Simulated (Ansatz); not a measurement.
LiCl (zincblende): gap against strain (uniaxial along x, other directions held)

LiCl (zincblende), relaxed with r2SCAN in Ansatz, then strained (uniaxial along x, other directions held; changes of length per length, axes as in the cell below) with the atoms relaxed again within the symmetry that is left. The symmetry is F-43m (No. 216, cubic); a = 5.466 Å in the conventional setting, 20.41 Å³ an atom. Li has 4 Cl at 2.37 Å; Cl has 4 Li at 2.37 Å. Spin-unpolarised throughout. Whether this structure exists isn't addressed.

```
CELL_PARAMETERS angstrom
0.00000 2.73304 2.73304
2.73304 0.00000 2.73304
2.73304 2.73304 0.00000
ATOMIC_POSITIONS crystal
Li 0.00000 0.00000 0.00000
Cl 0.25000 0.25000 0.25000
```

Gaps are the least over each mesh (PBE 8×8×8, r2SCAN 8×8×8, HSE06 6×6×6 when unstrained) and the special points, which keep their unstrained names; stress is the change from the unstrained cell, compression positive.

```
strain (%)  gap, PBE (eV)  gap, r2SCAN (eV)  gap, HSE06 (eV)  edges, HSE06  stress along the strain, r2SCAN (GPa)  energy rise, r2SCAN (meV/atom)
       0.0          6.049             6.713            7.385             Γ                                   0.00                             0.0
      +3.0          5.926             6.583            7.255             Γ                                  -0.96                             1.8
     +4.09          5.882             6.536            7.207             Γ                                  -1.29                             3.3
```

Task: Estimate the row for a strain of -2.66 %.

Result:
```
strain (%)  gap, PBE (eV)  gap, r2SCAN (eV)  gap, HSE06 (eV)  edges, HSE06  stress along the strain, r2SCAN (GPa)  energy rise, r2SCAN (meV/atom)
     -2.66          6.112             6.782            7.454             Γ                                  +0.90                             1.6
```

Between zero and the nearest strains the slope of the HSE06 gap against strain is -0.026 eV per percent for negative and -0.044 for positive strain.

The meshes of the hybrids are coarse, so their gaps aren't converged to the digits shown.
